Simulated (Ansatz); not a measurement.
# Electroresistance of MgB2/AlN/ZrB2, part 5 of 7

Both polarities of the barrier in MgB2/AlN/ZrB2, relaxed and compared. The lower electrode is MgB2 AlB2(0001), the upper one ZrB2 AlB2(0001); the barrier is AlN zinc blende(111) (whole bilayers). In the first transport cell, after relaxation, the nearest pair of electrode and barrier is Mg–N at 2.42 Å, at a slant, at the lower face and Zr–Al at 3.29 Å, at a slant, at the upper one. All share a net of side 3.111 Å, which strains the lower electrode by +1.3 %, the upper one by -2.2 % and the barrier by +0.0 %, against typed lattice constants near PBE's. The first steps treat the bulk electrodes alone.

Ansatz 0.2.0; PBE DFT, plane waves, PAW files (the session's first sound run).

So far. Step 5 (The open system: T(E), polarity N face on the lower …): At the Fermi level the transmission is 1.8e-6, as a zone mean for one spin on this coarse mesh. At the Fermi level the layers of this cell's barrier hold from 0.0021 to 0.076 states an eV and atom. In the worse lead the potential repeats within 24.7 meV, which the program lets pass. Step 6 (Conductance on a fine mesh, polarity N face on the …): G = 4.1e9 S/m² (1/G = 244 Ω µm²).

## (7) Relaxing the interfaces, box 38.6 Å, polarity Al face on the lower electrode

This step: PBE DFT, plane waves, PAW files (Ansatz 0.2.0).

System of this step: MgB2/AlN/ZrB2. The cell holds 20 atoms: 8 B, 2 Mg, 4 Al, 4 N and 2 Zr. Cell: a = 3.111 Å, b = 3.111 Å, c = 38.637 Å, α = 90.0°, β = 90.0°, γ = 120.0°. Vacuum lies along c.

The new interface needs a relaxation of its own, since bond lengths at the faces set the dipole and the overlap. A short slab in vacuum serves: only the barrier and the layers next to it are taken over, and later cells can add or drop layers in the barrier's middle. The dipole correction removes the field that unlike faces would set up across the vacuum.

Contents of input.yaml:

```yaml
crystal:
  lattice:
    - [3.111, 0.0, 0.0]
    - [-1.5555, 2.6942050312, 0.0]
    - [0.0, 0.0, 38.6368187322]
  atoms:
    - { symbol: B, position: [0.33333333, 0.66666667, 0.2070563846] }
    - { symbol: B, position: [0.66666667, 0.33333333, 0.2070563846] }
    - { symbol: Mg, position: [0.0, 0.0, 0.2523111415] }
    - { symbol: B, position: [0.33333333, 0.66666667, 0.2975658983] }
    - { symbol: B, position: [0.66666667, 0.33333333, 0.2975658983] }
    - { symbol: Mg, position: [0.0, 0.0, 0.3428206552] }
    - { symbol: Al, position: [0.33333333, 0.66666667, 0.3939519038] }
    - { symbol: "N", position: [0.0, 0.0, 0.4103902099] }
    - { symbol: Al, position: [0.0, 0.0, 0.4597051281] }
    - { symbol: "N", position: [0.66666667, 0.33333333, 0.4761434342] }
    - { symbol: Al, position: [0.66666667, 0.33333333, 0.5254583524] }
    - { symbol: "N", position: [0.33333333, 0.66666667, 0.5418966585] }
    - { symbol: Al, position: [0.33333333, 0.66666667, 0.5912115768] }
    - { symbol: "N", position: [0.0, 0.0, 0.6076498828] }
    - { symbol: Zr, position: [0.33333333, 0.66666667, 0.6530283766] }
    - { symbol: B, position: [0.66666667, 0.33333333, 0.6996667896] }
    - { symbol: B, position: [0.0, 0.0, 0.6996667896] }
    - { symbol: Zr, position: [0.33333333, 0.66666667, 0.7463052025] }
    - { symbol: B, position: [0.66666667, 0.33333333, 0.7929436154] }
    - { symbol: B, position: [0.0, 0.0, 0.7929436154] }
kpoints:
  mp_grid: { grid: [8, 8, 1] }
scf:
  occupations: { method: fermi_dirac, width: 0.1 }
  max_iter: 150
hamiltonian:
  xc: pbe
efield:
  axis: 3
  dipole_correction: true
relax:
  f_tol: 0.04
  max_steps: 90
output:
  forces: true
```

The run is started by

```sh
$ ansatz run input.yaml --threads 4 --pin off --max-ram 12288MiB --backend cpu --events-out ev --progress --plain --runs-dir out
```

Numbers of over 12 decimals in the logs are rounded to 6 here.

The program printed:

```text
[...]
Crystal: 20 atoms, lattice volume = 323.841 Å³
Basis set: ecut = 420 eV, 6297 PW (Γ), exchange–correlation on 48×48×540 points (8 copies of the dense FFT grid, shifted against one another)
Bands: 70, of which v1, the nominal top of the filled ones, is band 50 counted from 1 (49 counted from 0)
Symmetry: 6 space group operations
[...]
k-points: 10 of 64 (time reversal used)
[...]
SCF iter   1: F=—  HF=-17159.681851 eV  |F-HF|=—  |Δ(HF+E_count)|=         —  Δρ=1.21e-2  dr2=5.61e1  ethr=1.77e-3  p=0.049 e·Å  D=2.76e-2 V/Å  ΔV_dip=-1.07 eV  dr2_dipole=7.59e1  V_vac-E_F(+/−)=5.24/6.30 eV  ⟨swp⟩=8.9  Hψ=3790  notcnv=0  defer=40
[...]
SCF iter  12: F=-17158.942511 eV  HF=-17158.942515 eV  |F-HF|=3.75e-6  |Δ(HF+E_count)|=   1.15e-6  Δρ=1.24e-5  dr2=2.40e-6  ethr=4.00e-8  p=-0.014 e·Å  D=-7.72e-3 V/Å  ΔV_dip=0.30 eV  dr2_dipole=1.85e-6  V_vac-E_F(+/−)=6.19/5.89 eV  ⟨swp⟩=3.2  Hψ=2084  notcnv=0
SCF 1 converged in 12 iterations: F = -17158.942511 eV  dr2 = 2.40e-6
[...]
relax step   1: F+E_penalty+E_count = -17158.94251149 eV  Δ(F+E_penalty+E_count) = +0.000e0 eV  max|allowed force component| = 4.362e0 eV/Å  Δτ_max = 0.0000 Å  (12 SCF iters, dr2 threshold 4.00e-5 eV, accepted)
[...]
SCF iter   7: F=-17159.795403 eV  HF=-17159.795416 eV  |F-HF|=1.28e-5  |Δ(HF+E_count)|=   3.14e-6  Δρ=6.56e-5  dr2=2.54e-5  ethr=1.00e-7  p=-0.009 e·Å  D=-4.93e-3 V/Å  ΔV_dip=0.19 eV  dr2_dipole=3.03e-6  V_vac-E_F(+/−)=6.09/5.90 eV  ⟨swp⟩=3.9  Hψ=2641  notcnv=0
SCF 2 converged in 7 iterations: F = -17159.795403 eV  dr2 = 2.54e-5
[...]
relax step   2: F+E_penalty+E_count = -17159.79540280 eV  Δ(F+E_penalty+E_count) = -8.529e-1 eV  max|allowed force component| = 1.095e0 eV/Å  Δτ_max = 0.1945 Å  (7 SCF iters, dr2 threshold 1.00e-4 eV, accepted)
SCF iter   1: F=—  HF=-17160.418846 eV  |F-HF|=—  |Δ(HF+E_count)|=         —  Δρ=1.43e-2  dr2=5.96e0  ethr=3.10e-3  p=-0.009 e·Å  D=-4.93e-3 V/Å  ΔV_dip=0.19 eV  dr2_dipole=3.36e-1  V_vac-E_F(+/−)=6.13/5.94 eV  ⟨swp⟩=5.2  Hψ=2276  notcnv=0  defer=37
[...]
SCF iter   7: F=-17160.085334 eV  HF=-17160.085431 eV  |F-HF|=9.65e-5  |Δ(HF+E_count)|=   6.31e-6  Δρ=8.31e-5  dr2=6.19e-5  ethr=7.49e-8  p=-0.005 e·Å  D=-2.86e-3 V/Å  ΔV_dip=0.11 eV  dr2_dipole=5.76e-5  V_vac-E_F(+/−)=6.04/5.93 eV  ⟨swp⟩=3.4  Hψ=2666  notcnv=0
SCF 3 converged in 7 iterations: F = -17160.085334 eV  dr2 = 6.19e-5
relax step   3: F+E_penalty+E_count = -17160.08533449 eV  Δ(F+E_penalty+E_count) = -2.899e-1 eV  max|allowed force component| = 3.128e-1 eV/Å  Δτ_max = 0.1945 Å  (7 SCF iters, dr2 threshold 7.49e-5 eV, accepted)
[...]
relax step   4: F+E_penalty+E_count = -17160.21347966 eV  Δ(F+E_penalty+E_count) = -1.281e-1 eV  max|allowed force component| = 1.141e-1 eV/Å  Δτ_max = 0.1936 Å  (9 SCF iters, dr2 threshold 6.16e-6 eV, accepted)
[...]
relax step   5: F+E_penalty+E_count = -17160.24562164 eV  Δ(F+E_penalty+E_count) = -3.214e-2 eV  max|allowed force component| = 2.189e-1 eV/Å  Δτ_max = 0.1843 Å  (11 SCF iters, accepted)
[...]
relax step   6: F+E_penalty+E_count = -17160.24811028 eV  Δ(F+E_penalty+E_count) = -2.489e-3 eV  max|allowed force component| = 7.196e-2 eV/Å  Δτ_max = 0.0164 Å  (5 SCF iters, dr2 threshold 6.37e-6 eV, accepted)
SCF iter   1: F=—  HF=-17160.248671 eV  |F-HF|=—  |Δ(HF+E_count)|=         —  Δρ=2.85e-4  dr2=1.59e-3  ethr=1.61e-5  p=-0.006 e·Å  D=-3.21e-3 V/Å  ΔV_dip=0.12 eV  dr2_dipole=7.75e-4  V_vac-E_F(+/−)=6.04/5.92 eV  ⟨swp⟩=2.0  Hψ=964  notcnv=0  defer=69
[...]
SCF iter   7: F=-17160.248285 eV  HF=-17160.248285 eV  |F-HF|=2.04e-9  |Δ(HF+E_count)|=   8.95e-8  Δρ=1.62e-6  dr2=3.16e-8  ethr=1.00e-10  p=-0.006 e·Å  D=-3.22e-3 V/Å  ΔV_dip=0.12 eV  dr2_dipole=8.57e-9  V_vac-E_F(+/−)=6.04/5.92 eV  ⟨swp⟩=4.2  Hψ=1994  notcnv=0
SCF 7 converged in 7 iterations: F = -17160.248285 eV  dr2 = 3.16e-8
relax step   7: F+E_penalty+E_count = -17160.24828493 eV  Δ(F+E_penalty+E_count) = -1.746e-4 eV  max|allowed force component| = 9.565e-3 eV/Å  Δτ_max = 0.0037 Å  (7 SCF iters, accepted)
SCF converged after 7 iterations
Free energy (F): -17160.248285 eV
[...]
Internal energy: -17160.082080 eV  (E = F + TS)
E sigma→0 (E₀):  -17160.165183 eV
Entropy (-TS):   -0.166205 eV (-8.310 meV/atom)
Fermi energy:    4.975647 eV
Dipole field:    D = -0.003119 V/Å  (p = -0.005583 e·Å, saw-weighted, corrected)
Work function:   Φ+ = 6.0422 eV   Φ− = 5.9217 eV
[...]
--- Forces (eV/Å), atoms counted from 1 ---
  atom   1  B      0.00000000    -0.00000000    -0.00324489
  atom   2  B      0.00000000     0.00000000     0.00250537
  atom   3  Mg     0.00000000    -0.00000000     0.00091902
  atom   4  B      0.00000000    -0.00000000     0.00059720
  atom   5  B      0.00000000     0.00000000     0.00022215
  atom   6  Mg    -0.00000000     0.00000000    -0.00010989
  atom   7  Al    -0.00000000     0.00000000    -0.00392067
  atom   8  N     -0.00000000    -0.00000000     0.00955922
  atom   9  Al     0.00000000     0.00000000    -0.00868006
  atom  10  N      0.00000000    -0.00000000     0.00393131
  atom  11  Al     0.00000000     0.00000000     0.00285191
  atom  12  N      0.00000000    -0.00000000    -0.00522827
  atom  13  Al     0.00000000     0.00000000     0.00487511
  atom  14  N      0.00000000     0.00000000    -0.00646892
  atom  15  Zr     0.00000000     0.00000000     0.00254512
  atom  16  B      0.00000000    -0.00000000     0.00042972
  atom  17  B     -0.00000000     0.00000000    -0.00060125
  atom  18  Zr     0.00000000     0.00000000     0.00034361
  atom  19  B      0.00000000    -0.00000000     0.00007156
  atom  20  B      0.00000000     0.00000000    -0.00070346
  max |Σ_I F_I| component: 1.06e-4 eV/Å
--- Relaxed structure (7 steps of the walk, 7 accepted, 0 SCFs on fresh bases) ---
  F+E_penalty+E_count = -17160.24828493 eV   max|allowed force component| = 9.565e-3 eV/Å
  atoms:
    - { symbol: B, position: [0.333333, 0.666667, 0.192888] }
    - { symbol: B, position: [0.666667, 0.333333, 0.192953] }
    - { symbol: Mg, position: [-1.1521570293834034e-17, -1.5820677773138157e-17, 0.236939] }
    - { symbol: B, position: [0.333333, 0.666667, 0.283475] }
    - { symbol: B, position: [0.666667, 0.333333, 0.283266] }
[...]
- { symbol: Al, position: [0.333333, 0.666667, 0.395765] }
    - { symbol: N, position: [1.8887010475344054e-17, -1.5820677773138163e-17, 0.414118] }
    - { symbol: Al, position: [1.7828910459830553e-17, -1.5820677773138157e-17, 0.462768] }
    - { symbol: N, position: [0.666667, 0.333333, 0.480113] }
    - { symbol: Al, position: [0.666667, 0.333333, 0.528716] }
    - { symbol: N, position: [0.333333, 0.666667, 0.546021] }
    - { symbol: Al, position: [0.333333, 0.666667, 0.594573] }
    - { symbol: N, position: [2.4688760271341504e-17, -1.5820677773138163e-17, 0.615021] }
    - { symbol: Zr, position: [0.333333, 0.666667, 0.664916575665] }
    - { symbol: B, position: [0.666667, 0.333333, 0.709611] }
    - { symbol: B, position: [2.865405011154773e-17, -1.5820677773138163e-17, 0.709529] }
    - { symbol: Zr, position: [0.333333, 0.666667, 0.756322] }
    - { symbol: B, position: [0.666667, 0.333333, 0.800040] }
    - { symbol: B, position: [2.418952062677136e-17, -1.5820677773138163e-17, 0.800001] }
```

The job ended after 61 s (4 threads of Arm Neoverse N1, shared host; peak memory 0.89 GiB).

The steps of the relaxation:

```tsv
step	energy less that of the first step (eV)	largest force component (eV/Å)
1	0.0000	4.3623
2	-0.8529	1.0947
3	-1.1428	0.3128
4	-1.2710	0.1141
5	-1.3031	0.2189
6	-1.3056	0.0720
7	-1.3058	0.0096
```

Forces are held to the 6 operations that the run works with; a distortion that breaks them can't arise in this run.

The atoms that moved most (Å):

```tsv
atom	dx	dy	dz	length
Mg3	0.000	0.000	-0.594	0.594
Mg6	0.000	0.000	-0.561	0.561
B5	0.000	0.000	-0.552	0.552
B1	0.000	0.000	-0.547	0.547
B2	0.000	0.000	-0.545	0.545
B4	0.000	0.000	-0.544	0.544
Zr15	0.000	0.000	0.459	0.459
Zr18	0.000	0.000	0.387	0.387
```

Final coordinates:

```cif
data_structure
_symmetry_space_group_name_H-M 'P 1'
_symmetry_Int_Tables_number 1
_cell_length_a 3.1110
_cell_length_b 3.1110
_cell_length_c 38.6368
_cell_angle_alpha 90.000
_cell_angle_beta 90.000
_cell_angle_gamma 120.000
_cell_volume 323.84
loop_
_atom_site_label
_atom_site_type_symbol
_atom_site_fract_x
_atom_site_fract_y
_atom_site_fract_z
_atom_site_occupancy
B1 B 0.33333 0.66667 0.19289 1
B2 B 0.66667 0.33333 0.19295 1
Mg3 Mg 0.00000 0.00000 0.23694 1
B4 B 0.33333 0.66667 0.28347 1
B5 B 0.66667 0.33333 0.28327 1
Mg6 Mg 0.00000 0.00000 0.32830 1
Al7 Al 0.33333 0.66667 0.39577 1
N8 N 0.00000 0.00000 0.41412 1
Al9 Al 0.00000 0.00000 0.46277 1
N10 N 0.66667 0.33333 0.48011 1
Al11 Al 0.66667 0.33333 0.52872 1
N12 N 0.33333 0.66667 0.54602 1
Al13 Al 0.33333 0.66667 0.59457 1
N14 N 0.00000 0.00000 0.61502 1
Zr15 Zr 0.33333 0.66667 0.66492 1
B16 B 0.66667 0.33333 0.70961 1
B17 B 0.00000 0.00000 0.70953 1
Zr18 Zr 0.33333 0.66667 0.75632 1
B19 B 0.66667 0.33333 0.80004 1
B20 B 0.00000 0.00000 0.80000 1
```

Numbers from this step:

```
free energy               : -17160.2483 eV
Fermi energy              : 4.976 eV
work function, upper face : 6.042 eV
work function, lower face : 5.922 eV
dipole moment             : -0.005583 e·Å
dipole field              : -0.003119 V/Å
```

The largest force component on a free atom ends at 0.0096 eV/Å. The work functions of the outer faces are 5.92 and 6.04 eV.

(Part 5 of 7 ends here.)

[Logs are printed without paths, hosts, clocks, repeated set-up lines and the standing remarks that a program may print on its own settings, such as how far it seeks lower states.]

[Hosts, paths, dates, database ids (printed as entryN), source tags and the programs' standing remarks are cut or masked in the printed files.]
